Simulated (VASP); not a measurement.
A calculation with VASP 6.6.1 of Tl (native input, structure from a POSCAR):

The input INCAR:

```
ALGO     = Fast           # electronic algorithm
EDIFF    = 1E-7           # SCF threshold, eV
ENCUT    = 520            # plane-wave cutoff, eV
ISIF     = 2              # what is computed and relaxed
ISMEAR   = 0              # smearing method
LASPH    = T              # aspherical terms in the spheres
LCHARG   = T              # write CHGCAR
LELF     = T              # ELF
LREAL    = F              # projectors in reciprocal space
LVHAR    = T            
LWAVE    = F              # write WAVECAR
NELM     = 60             # most SCF steps
PREC     = Accurate       # precision mode
SIGMA    = 0.1            # smearing width, eV
```

Contents of KPOINTS:

```
k-points
0
Gamma
  9 9 5
```

POSCAR

```
Tl
1.0
    3.4560000000      0.0000000000      0.0000000000
   -1.7280000000      2.9929837955      0.0000000000
    0.0000000000      0.0000000000      5.5250000000
Tl
2
Cartesian
    1.7280000002      0.9976612651      4.1437500000
   -0.0000000002      1.9953225304      1.3812500000
```

Potentials or basis: VASP PAW LDA potentials, release 54 (Tl_d).

Run with:

```console
$ cat potpaw_LDA.54/Tl_d/POTCAR > POTCAR
$ mpirun -np 1 vasp_std > vasp.out
```

Q: Write the same calculation in another form: ASE script, structure by space group and Wyckoff sites.

A: As run:

Contents of run.py:

```python
from ase.calculators.vasp import Vasp
from ase.dft.bandgap import bandgap
from ase.spacegroup import crystal

atoms = crystal(
    ['Tl'],
    basis=[[0.6666666667, 0.3333333333, 0.75]],
    spacegroup=194,
    setting=1,
    cellpar=[3.456, 3.456, 5.525, 90.0, 90.0, 120.0],
    primitive_cell=True,
)
calc = Vasp(
    directory='calc',
    xc='lda',
    pp='LDA',
    setups='recommended',
    pp_version='54',
    prec='Accurate',
    encut=520,
    ediff=1e-06,
    ismear=0,
    sigma=0.1,
    lreal=False,
    lasph=True,
    nelm=60,
    algo='Normal',
    isif=2,
    lwave=False,
    lcharg=False,
    kpts=[9, 9, 5],
    gamma=True,
    nbands=20,
)
atoms.calc = calc

print('energy (eV):', atoms.get_potential_energy())
print('free energy (eV):', atoms.get_potential_energy(force_consistent=True))
print('forces (eV/A):')
print(atoms.get_forces())
print('stress (eV/A^3, Voigt):', atoms.get_stress())
print('Fermi level (eV):', calc.get_fermi_level())
gap, top, bottom = bandgap(calc)
print('band gap (eV):', gap, 'from (spin, k, band)', top, 'to', bottom)
```

Potentials or basis: VASP PAW LDA potentials, release 54 (Tl_d).

Launch:

```sh
$ python run.py
```

Both were run:

|  | native input, structure from a POSCAR | ASE script, structure by space group and Wyckoff sites |
| --- | --- | --- |
| Pressure | -1.5 GPa | -1.5 GPa |
| Band gap on the k mesh | none (metal or under the smearing width) | none (metal or under the smearing width) |

Keys that steer only the numerical path or the files written may differ.
